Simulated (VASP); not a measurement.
**As2Pt (Sperrylite): relaxation of cell and atoms with r2SCAN**

As2Pt (Sperrylite):

```
As Pt
1.0
     6.00932    0.00000    0.00000
     0.00000    6.00932    0.00000
     0.00000    0.00000    6.00932
As Pt
8 4
Direct
  0.38396 0.38396 0.38396
  0.11604 0.61604 0.88396
  0.88396 0.11604 0.61604
  0.61604 0.88396 0.11604
  0.61604 0.61604 0.61604
  0.88396 0.38396 0.11604
  0.11604 0.88396 0.38396
  0.38396 0.11604 0.88396
  0.00000 0.00000 0.00000
  0.50000 0.00000 0.50000
  0.50000 0.50000 0.00000
  0.00000 0.50000 0.50000
```

```yaml
Program: VASP 6.6.1
Task: relaxation of cell and atoms
Functional: r2SCAN
Potentials_or_basis: VASP PAW PBE potentials, release 64 (As, Pt)
Cutoff: 600 eV
k_mesh: 6 × 6 × 6
Occupations: gaussian, width 0.03 eV
Spin: no spin polarisation
Further_INCAR_settings: ALGO = Normal; EDIFF = 1e-07; IBRION = 2; EDIFFG = -0.005; NSW = 90; ISIF = 3
```

| Item | Value |
| --- | --- |
| Pressure after relaxing | 0.0 GPa |
| Band gap on the k mesh | 0.40 eV, indirect (least direct gap 1.11 eV) |

Final structure:
```
CELL_PARAMETERS angstrom
6.00932 0.00000 0.00000
0.00000 6.00932 0.00000
0.00000 0.00000 6.00932
ATOMIC_POSITIONS crystal
As 0.38396 0.38396 0.38396
As 0.11604 0.61604 0.88396
As 0.88396 0.11604 0.61604
As 0.61604 0.88396 0.11604
As 0.61604 0.61604 0.61604
As 0.88396 0.38396 0.11604
As 0.11604 0.88396 0.38396
As 0.38396 0.11604 0.88396
Pt 0.00000 0.00000 0.00000
Pt 0.50000 0.00000 0.50000
Pt 0.50000 0.50000 0.00000
Pt 0.00000 0.50000 0.50000
```

Levels at points of the mesh, in eV from the valence-band top:
| k point | band 36 | band 37 | band 38 | band 39 | band 40 | band 41 | band 42 | band 43 | band 44 | band 45 |
| --- | --- | --- | --- | --- | --- | --- | --- | --- | --- | --- |
| (0.00, 0.00, 0.00) | -2.55 | -2.55 | -0.99 | -0.99 | -0.99 | 0.79 | 0.79 | 0.79 | 1.99 | 4.26 |
| (0.50, 0.00, 0.00) | -1.95 | -1.25 | -1.25 | -0.91 | -0.91 | 1.69 | 1.69 | 1.81 | 1.81 | 2.88 |
| (0.50, 0.50, 0.00) | -2.08 | -0.56 | -0.56 | -0.56 | -0.56 | 2.10 | 2.10 | 2.10 | 2.10 | 2.43 |
| (0.50, 0.50, 0.50) | -1.08 | -0.71 | -0.71 | -0.71 | -0.71 | 0.40 | 0.40 | 0.40 | 0.40 | 3.09 |

Wall time 3.3 min on 4 MPI ranks on Intel(R) Xeon(R) Platinum 8488C (Sapphire Rapids), with other jobs on the host, peak memory 0.53 GiB a rank.

Caveat: the relaxation stopped at its first step, so nothing moved; the PAW data sets were made with another functional, which shifts forces and pressure a little; spin-orbit coupling is left out, which moves the levels of the heavy elements. A k mesh can miss the band edges.
